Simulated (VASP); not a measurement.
Input of a VASP 6.6.1 run:

INCAR

```
ALGO = Fast
EDIFF = 1E-6
ENCUT = 520
GGA = RE
ISIF = 2
ISMEAR = -1
LASPH = T
LCHARG = F
LMAXMIX = 4
LREAL = F
LWAVE = F
NELM = 100
PREC = Accurate
SIGMA = 0.05
```

KPOINTS

```
k-points
0
Gamma
  11 11 6
```

The input POSCAR:

```
Os
1.0
    2.7341000000      0.0000000000      0.0000000000
   -1.3670500000      2.3678000565      0.0000000000
    0.0000000000      0.0000000000      4.3197000000
Os
2
Direct
    0.6666666667      0.3333333333      0.7500000000
    0.3333333333      0.6666666667      0.2500000000
```

KPOINTS_OPT

```
path GMKGALHA,LM,KH
10
line-mode
reciprocal
 0.0000000000  0.0000000000  0.0000000000  G
 0.5000000000  0.0000000000  0.0000000000  M

 0.5000000000  0.0000000000  0.0000000000  M
 0.3333333333  0.3333333333  0.0000000000  K

 0.3333333333  0.3333333333  0.0000000000  K
 0.0000000000  0.0000000000  0.0000000000  G

 0.0000000000  0.0000000000  0.0000000000  G
 0.0000000000  0.0000000000  0.5000000000  A

 0.0000000000  0.0000000000  0.5000000000  A
 0.5000000000  0.0000000000  0.5000000000  L

 0.5000000000  0.0000000000  0.5000000000  L
 0.3333333333  0.3333333333  0.5000000000  H

 0.3333333333  0.3333333333  0.5000000000  H
 0.0000000000  0.0000000000  0.5000000000  A

 0.5000000000  0.0000000000  0.5000000000  L
 0.5000000000  0.0000000000  0.0000000000  M

 0.3333333333  0.3333333333  0.0000000000  K
 0.3333333333  0.3333333333  0.5000000000  H
```

Potentials or basis: VASP PAW PBE potentials, release 64 (Os).

Command:

```console
$ cat potpaw_PBE.64/Os/POTCAR > POTCAR
$ mpirun -np 1 vasp_std > vasp.out
```

(1) Estimate the pressure.

(2) What does it give for the band gap along the path?

Answers

(1) 11.6 GPa.

(2) none (metal or under the smearing width).

Caveat: the PAW data sets were made with another functional, which shifts forces and pressure a little; spin-orbit coupling is left out, which moves the levels of the heavy elements.
